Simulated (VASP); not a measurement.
# As (Pm-3m) in VASP: settings compared

Aim: see how the results for As move with the level of theory and the settings. Levels: PBEsol, PBE, LDA. Tasks: relaxation of cell and atoms, single point.

All numbers are computed with VASP 6.6.1; they aren't measurements. Logs are shortened: lines on timing, memory, paths and dates and some standing lists are left out, and cuts for length are marked.

## Step 1: The structure

Symmetry: Pm-3m, No. 221, cubic system. The conventional cell has a = 2.704 Å, b = 2.704 Å, c = 2.704 Å, α = 90.00°, β = 90.00°, γ = 90.00°. As (site symmetry m-3m) is surrounded by 6 As at 2.70 Å.

This isn't the form of As at room conditions, which is rhombohedral.

## Step 2: Relaxation of cell and atoms, PBEsol

INCAR

```
SYSTEM = As
  PREC = Accurate
  ENCUT = 600
  EDIFF = 1E-6
  ISMEAR = -1
  SIGMA = 0.05
  LREAL = .FALSE.
  LASPH = .TRUE.
  NELM = 100
  ALGO = Normal
  ISIF = 8
  LWAVE = .FALSE.
  LCHARG = .FALSE.
  GGA = PS
  IBRION = 1
  NSW = 40
  EDIFFG = -0.01
```

KPOINTS

```
regular mesh
0
G
  10 10 10
  0 0 0
```

POSCAR

```
As
1.0
    2.7036817444      0.0000000000      0.0000000000
    0.0000000000      2.7036817444      0.0000000000
    0.0000000000      0.0000000000      2.7036817444
As
1
Direct
    0.5000000000      0.5000000000      0.5000000000
```

Potentials or basis: VASP PAW PBE potentials, release 64 (As).

Run with:

```sh
cat potpaw_PBE.64/As/POTCAR > POTCAR
mpirun -np 1 vasp_std > vasp.out
```

OUTCAR:

```text
SYSTEM = As
   PREC = Accurate
   ENCUT = 600
   EDIFF = 1E-6
   ISMEAR = -1
   LREAL = .FALSE.
   LASPH = .TRUE.
   NELM = 100
   ISIF = 8
   GGA = PS
   IBRION = 1
   NSW = 40
   EDIFFG = -0.01

 ion  position               nearest neighbor table
   1  0.500  0.500  0.500-

  LATTYP: Found a simple cubic cell.
 ALAT       =     2.7036817444

  Lattice vectors:

 A1 = (   2.7036817444,   0.0000000000,   0.0000000000)
 A2 = (   0.0000000000,   2.7036817444,   0.0000000000)
 A3 = (   0.0000000000,   0.0000000000,   2.7036817444)

Analysis of symmetry for initial positions (statically):
=====================================================================
 Subroutine PRICEL returns:
 Original cell was already a primitive cell.

 Routine SETGRP: Setting up the symmetry group for a
 simple cubic supercell.

 Subroutine GETGRP returns: Found 48 space group operations
 (whereof 48 operations were pure point group operations)
 out of a pool of 48 trial point group operations.

The static configuration has the point symmetry O_h .

Analysis of symmetry for dynamics (positions and initial velocities):
=====================================================================
 Subroutine PRICEL returns:
 Original cell was already a primitive cell.

 Routine SETGRP: Setting up the symmetry group for a
 simple cubic supercell.

 Subroutine GETGRP returns: Found 48 space group operations
 (whereof 48 operations were pure point group operations)
 out of a pool of 48 trial point group operations.

The dynamic configuration has the point symmetry O_h .

 Subroutine INISYM returns: Found 48 space group operations
 (whereof 48 operations are pure point group operations),
 and found     1 'primitive' translations

----------------------------------------------------------------------------------------

                                     Primitive cell

  volume of cell :      19.7636

  direct lattice vectors                    reciprocal lattice vectors
     2.703681744  0.000000000  0.000000000     0.369866018  0.000000000  0.000000000
     0.000000000  2.703681744  0.000000000     0.000000000  0.369866018  0.000000000
     0.000000000  0.000000000  2.703681744     0.000000000  0.000000000  0.369866018

  length of vectors
     2.703681744  2.703681744  2.703681744     0.369866018  0.369866018  0.369866018

  position of ions in fractional coordinates (direct lattice)
     0.500000000  0.500000000  0.500000000

  ion indices of the primitive-cell ions
   primitive index   ion index
                 1           1

----------------------------------------------------------------------------------------

 KPOINTS: regular mesh

Automatic generation of k-mesh.
 Grid dimensions read from file:
 generate k-points for:   10   10   10

 Generating k-lattice:

  Cartesian coordinates                     Fractional coordinates (reciprocal lattice)
     0.036986602  0.000000000  0.000000000     0.100000000  0.000000000  0.000000000
     0.000000000  0.036986602  0.000000000     0.000000000  0.100000000  0.000000000
     0.000000000  0.000000000  0.036986602     0.000000000  0.000000000  0.100000000

  Length of vectors
     0.036986602  0.036986602  0.036986602

  Shift w.r.t. Gamma in fractional coordinates (k-lattice)
     0.000000000  0.000000000  0.000000000

 Subroutine IBZKPT returns following result:
 ===========================================

 Found     56 irreducible k-points:

 Following reciprocal coordinates:
            Coordinates               Weight
  0.000000  0.000000  0.000000      1.000000
  0.100000  0.000000  0.000000      6.000000
  0.200000  0.000000  0.000000      6.000000
  0.300000  0.000000  0.000000      6.000000
  0.400000  0.000000  0.000000      6.000000
  0.500000  0.000000  0.000000      3.000000
[... 16 lines left out ...]
  0.200000  0.100000  0.100000     24.000000
  0.300000  0.100000  0.100000     24.000000
 [... further k-points ...]
   k-points           NKPTS =     56   k-points in BZ     NKDIM =     56   number of bands    NBANDS=      6
   number of dos      NEDOS =    301   number of ions     NIONS =      1
   total plane-waves  NPLWV =  13824
   dimension x,y,z NGX =    24 NGY =   24 NGZ =   24
   dimension x,y,z NGXF=    48 NGYF=   48 NGZF=   48
   ions per type =               1
   NGX,Y,Z   is equivalent  to a cutoff of  14.76, 14.76, 14.76 a.u.
   NGXF,Y,Z  is equivalent  to a cutoff of  29.51, 29.51, 29.51 a.u.
 SYSTEM =  As
   PREC   = accura    normal or accurate (medium, high low for compatibility)
   ISTART =      0    job   : 0-new  1-cont  2-samecut
   ICHARG =      2    charge: 1-file 2-atom 10-const
   ISPIN  =      1    spin polarized calculation?
   LNONCOLLINEAR =      F non collinear calculations
   LSORBIT =      F    spin-orbit coupling
   LASPH  =      T    aspherical Exc in radial PAW
   ENCUT  =  600.0 eV  44.10 Ry    6.64 a.u.   5.40  5.40  5.40*2*pi/ulx,y,z
   NELM   =    100;   NELMIN=  2; NELMDL= -5     # of ELM steps
   EDIFF  = 0.1E-05   stopping-criterion for ELM
   LREAL  =      F    real-space projection
   EDIFFG = -.1E-01   stopping-criterion for IOM
   NSW    =     40    number of steps for IOM
   IBRION =      1    ionic relax: 0-MD 1-quasi-New 2-CG
   NFREE  =      0    steps in history (QN), initial steepest desc. (CG)
   ISIF   =      8    stress and relaxation
   ISYM   =      2    0-nonsym 1-usesym 2-fastsym
   POTIM  = 0.5000    time-step for ionic-motion
   TEBEG  =    0.0;   TEEND  =   0.0 temperature during run
   PSTRESS=    0.0 pullay stress
   NELECT =       5.0000    total number of electrons
   NUPDOWN=      -1.0000    fix difference up-down
   EMIN   =  10.00;   EMAX   =-10.00  energy-range for DOS
   EFERMI =   0.00;   METHOD = LEGACY
   ISMEAR =    -1;   SIGMA  =   0.05  broadening in eV -4-tet -1-fermi 0-gaus
   EFERMI_NEDOS =   21; number of points for ismear=-14 and -15
   IALGO  =     38    algorithm
   IMIX   =      4    mixing-type and parameters
     AMIX     =   0.40;   BMIX     =  1.00
     AMIX_MAG =   1.60;   BMIX_MAG =  1.00
  volume/ion in A,a.u.               =      19.76       133.37
  Fermi-wavevector in a.u.,A,eV,Ry     =   1.035403  1.956627 14.586243  1.072059
  Thomas-Fermi vector in A             =   2.169744
   LORBIT       =      0    0 simple, 1 ext, 2 COOP (PROOUT), +10 PAW based schemes
   GGA     = PS    functional components
   LHFCALC =     F    Hartree Fock is set to
   AEXX    =    0.0000 exact exchange contribution
   IVDW    =     0    specifies the selected vdW correction
   LEPSILON=     F    determine dielectric tensor
   LRPA    =     F    only Hartree local field effects (RPA)
 quasi-Newton-method for relaxation of ions
 non-spin polarized calculation
  energy-cutoff  :      600.00
  volume of cell :       19.76
 maximum number of plane-waves:       691
 NGX is ok and might be reduce to    24
   NGX = 11   NGY = 11   NGZ = 11

--------------------------------------- Ionic step        1  -------------------------------------------

 number of electron       5.0000001 magnetization

 Free energy of the ion-electron system (eV)
  ---------------------------------------------------
  ext. energy  EPLUGINS =         0.00000000
  ---------------------------------------------------
  free energy    TOTEN  =        -5.04729167 eV

  energy without entropy =       -5.04473970  energy(sigma->0) =       -5.04601568

------------------------ aborting loop because EDIFF is reached ----------------------------------------

  FORCE on cell =-STRESS in cart. coord.  units (eV):
  Direction    XX          YY          ZZ          XY          YZ          ZX
  --------------------------------------------------------------------------------------
  -------------------------------------------------------------------------------------
  Total       -0.1552316     -0.1552316     -0.1552316     -0.0000000     -0.0000000      0.0000000
  in kB      -12.5841540    -12.5841540    -12.5841540     -0.0000000     -0.0000000      0.0000000
  external PRESSURE =     -12.5841540 kB  Pullay stress =       0.0000000 kB

 VOLUME and BASIS-vectors are now :
 -----------------------------------------------------------------------------
  energy-cutoff  :      600.00
  volume of cell :       19.76
      direct lattice vectors                 reciprocal lattice vectors
     2.703681744  0.000000000  0.000000000     0.369866018  0.000000000  0.000000000
     0.000000000  2.703681744  0.000000000     0.000000000  0.369866018  0.000000000
     0.000000000  0.000000000  2.703681744     0.000000000  0.000000000  0.369866018
[... 36 lines left out ...]
 POSITION                                       TOTAL-FORCE (eV/Angst)
 -----------------------------------------------------------------------------------
      1.34172      1.34172      1.34172         0.000000      0.000000      0.000000
 -----------------------------------------------------------------------------------
    total drift:                                0.000000     -0.000000     -0.000000

  FREE ENERGIE OF THE ION-ELECTRON SYSTEM (eV)
  ---------------------------------------------------
  free  energy   TOTEN  =        -5.0480143238 eV

  energy  without entropy=       -5.0453950628  energy(sigma->0) =       -5.04670469

--------------------------------------- Ionic step        3  -------------------------------------------

 number of electron       5.0000001 magnetization

 Free energy of the ion-electron system (eV)
  ---------------------------------------------------
  ext. energy  EPLUGINS =         0.00000000
  ---------------------------------------------------
  free energy    TOTEN  =        -5.04840205 eV

  energy without entropy =       -5.04579914  energy(sigma->0) =       -5.04710059

 E-fermi :   5.9237     XC(G=0): -10.6149

 val. band max:        5.8394705118   @ k =   0.5000   0.3000   0.3000
 cond. band min:       5.9351902396   @ k =   0.3000   0.3000   0.3000
 fundamental gap:      0.0957197277
 Fermi energy:         5.9237170268

 k-point     1 :       0.0000    0.0000    0.0000
  band No.  band energies     occupation
      1      -9.1466      2.00000
      2      10.1754      0.00000
      3      10.1754      0.00000
      4      10.1754      0.00000
      5      14.4895      0.00000
      6      14.4895      0.00000

 k-point     2 :       0.1000    0.0000    0.0000
  band No.  band energies     occupation
      1      -8.9597      2.00000
      2       8.0855      0.00000
      3      10.3406      0.00000
      4      10.3406      0.00000
      5      14.6566      0.00000
      6      15.7129      0.00000
[... 181 lines left out ...]
 k-point    23 :       0.2000    0.1000    0.1000
  band No.  band energies     occupation
      1      -8.0350      2.00000
      2       5.3086      1.99999
      3       8.7409      0.00000
      4       9.1794      0.00000
      5      17.8963      0.00000
      6      18.5500      0.00000

 k-point    24 :       0.3000    0.1000    0.1000
  band No.  band energies     occupation
      1      -7.1641      2.00000
      2       2.4770      2.00000
      3       9.4582      0.00000
      4       9.9559      0.00000
      5      18.5150      0.00000
      6      18.5920      0.00000

 [... further k-points ...]
[... 5 lines left out ...]
  --------------------------------------------------------------------------------------
  -------------------------------------------------------------------------------------
  Total       -0.0013084     -0.0013084     -0.0013084     -0.0000000      0.0000000      0.0000000
  in kB       -0.1075664     -0.1075664     -0.1075664     -0.0000000      0.0000000      0.0000000
  external PRESSURE =      -0.1075664 kB  Pullay stress =       0.0000000 kB

 VOLUME and BASIS-vectors are now :
 -----------------------------------------------------------------------------
  energy-cutoff  :      600.00
  volume of cell :       19.49
      direct lattice vectors                 reciprocal lattice vectors
     2.691044653  0.000000000  0.000000000     0.371602901  0.000000000  0.000000000
     0.000000000  2.691044653  0.000000000     0.000000000  0.371602901  0.000000000
     0.000000000  0.000000000  2.691044653     0.000000000  0.000000000  0.371602901

 POSITION                                       TOTAL-FORCE (eV/Angst)
 -----------------------------------------------------------------------------------
      1.34552      1.34552      1.34552         0.000000      0.000000      0.000000
 -----------------------------------------------------------------------------------
    total drift:                                0.000000     -0.000000     -0.000000

  FREE ENERGIE OF THE ION-ELECTRON SYSTEM (eV)
  ---------------------------------------------------
  free  energy   TOTEN  =        -5.0484020499 eV

  energy  without entropy=       -5.0457991386  energy(sigma->0) =       -5.04710059

 reached required accuracy - stopping structural energy minimisation
```

Run time: 12 s. Hardware: 1 thread of AMD EPYC 7R13 (Zen 3), shared host; peak memory 0.11 GiB.

Results:

```yaml
Free_energy: -5.0484 eV
Relaxed_volume: 19.49 Å³/atom
Relaxed_cell: a = 2.691 Å, b = 2.691 Å, c = 2.691 Å, α = 90.00°, β = 90.00°, γ = 90.00°
Space_group_after_relaxing_to_0.05_Å: Pm-3m (No. 221)
Energy_gained_by_relaxing: 1.1 meV/atom
Ionic_steps: 3
Pressure_after_relaxing: 0.0 GPa
Band_gap_on_the_k_mesh: none (metal or under the smearing width)
```

The path:
```tsv
step	energy change (eV)	largest force (eV/Å)	pressure (GPa)	volume (Å³)
1	0.0000	0.0000	-1.26	19.76
2	-0.0007	0.0000	0.78	19.32
3	-0.0011	0.0000	-0.01	19.49
```

Final structure:
```cif
data_structure
_symmetry_space_group_name_H-M 'P 1'
_symmetry_Int_Tables_number 1
_cell_length_a 2.6910
_cell_length_b 2.6910
_cell_length_c 2.6910
_cell_angle_alpha 90.000
_cell_angle_beta 90.000
_cell_angle_gamma 90.000
_cell_volume 19.49
loop_
_atom_site_label
_atom_site_type_symbol
_atom_site_fract_x
_atom_site_fract_y
_atom_site_fract_z
_atom_site_occupancy
As1 As 0.50000 0.50000 0.50000 1
```

Caveat: the PAW data sets were made with another functional, which shifts forces and pressure a little.

[end of part 1 of 2]
